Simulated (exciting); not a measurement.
The system is TePb.

```
CELL_PARAMETERS angstrom
0.00000 3.23100 3.23100
3.23100 0.00000 3.23100
3.23100 3.23100 0.00000
ATOMIC_POSITIONS crystal
Pb 0.00000 0.00000 0.00000
Te 0.50000 0.50000 0.50000
```

```yaml
Program: exciting (release sodium)
Task: single point
Functional: PBE
Potentials_or_basis: all-electron LAPW+lo, shipped species files, valence relativity iora*
rgkmax: 7.5
k_mesh: 7 × 7 × 7
Occupations: fermi-dirac, width 0.05 eV
Spin: no spin polarisation
gmaxvr_cutoff_of_density_and_potential: 14 1/bohr
lmaxapw_and_lmaxmat: 10
lmaxvr: 8
nempty: 10
Valence_relativity: iora*
epsengy: 1e-06 Ha
epspot: 1e-06 Ha
maxscl: 80
Muffin-tin_radii: Pb 2.29, Te 2.29 bohr
```

On this cell: largest force zero by symmetry; band gap on the k mesh not listed.

The same run follows on a disturbed copy (atoms moved at random, drawn with an rms of 0.05 Å):

```
Pb Te
1.0
     0.00000    3.23100    3.23100
     3.23100    0.00000    3.23100
     3.23100    3.23100    0.00000
Pb Te
1 1
Direct
  0.99209 0.00797 0.99531
  0.50633 0.50811 0.49049
```

What does the disturbed cell give?

The energy moves by +0.5 meV/atom; largest force 0.034 eV/Å; band gap on the k mesh 1.01 eV, direct.

Forces on the atoms (eV/Å):
```
Pb  -0.009  0.018  0.027
Te   0.009 -0.018 -0.027
```

Caveats: rgkmax is low for these elements, so energy differences scatter by about 1 meV per atom; spin-orbit coupling is left out, which as a rule narrows the gap of such compounds by several tenths of an eV (some runs); an odd mesh through Γ misses points on the zone boundary, where band edges often lie (some runs).
